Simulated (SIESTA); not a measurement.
Crystal: Gd.

```
Gd
1.0
     3.63600    0.00000    0.00000
    -1.81800    3.14887    0.00000
     0.00000    0.00000    5.78260
Gd
2
Direct
  0.66667 0.33333 0.75000
  0.33333 0.66667 0.25000
```

Base run:

| Quantity | Value |
| --- | --- |
| Program | SIESTA 5.4.2 |
| Functional | PBE |
| Potentials or basis | PseudoDojo 3+ lanthanides (4f in the core) (PBE files) |
| Basis | SZ (energy shift 0.003 Ry) |
| Grid cutoff | 800 Ry |
| Energy shift | 0.003 Ry |
| k mesh | 8 × 8 × 5 |
| Occupations | fermi-dirac, width 0.05 eV |
| Spin | collinear spin, ferromagnetic start |
| Starting moments | [7.0, 7.0] μB |

Its results: band gap on the k mesh none (metal or under the smearing width); pressure -3.5 GPa; net moment 0.00 μB per cell.

Problem. The run is repeated on the same cell with these changes: functional from PBE to BLYP; basis from SZ (energy shift 0.003 Ry) to DZP (energy shift 0.003 Ry; two zetas on semicore shells). What comes out?

Solution. Band gap on the k mesh none (metal or under the smearing width); pressure 0.9 GPa; net moment 0.00 μB per cell.

Several settings changed at once, so the effect can't be laid on one alone.

Caveats: spin-orbit coupling is left out, which moves the levels of the heavy elements; the 4f electrons are frozen in the core as for a trivalent ion, so they carry no moment and show no levels; the basis of atomic orbitals isn't converged, which shifts pressures, moduli and gaps; the basis has no polarisation orbitals (some runs); the potentials were made for another functional, which shifts forces and pressure (some runs).
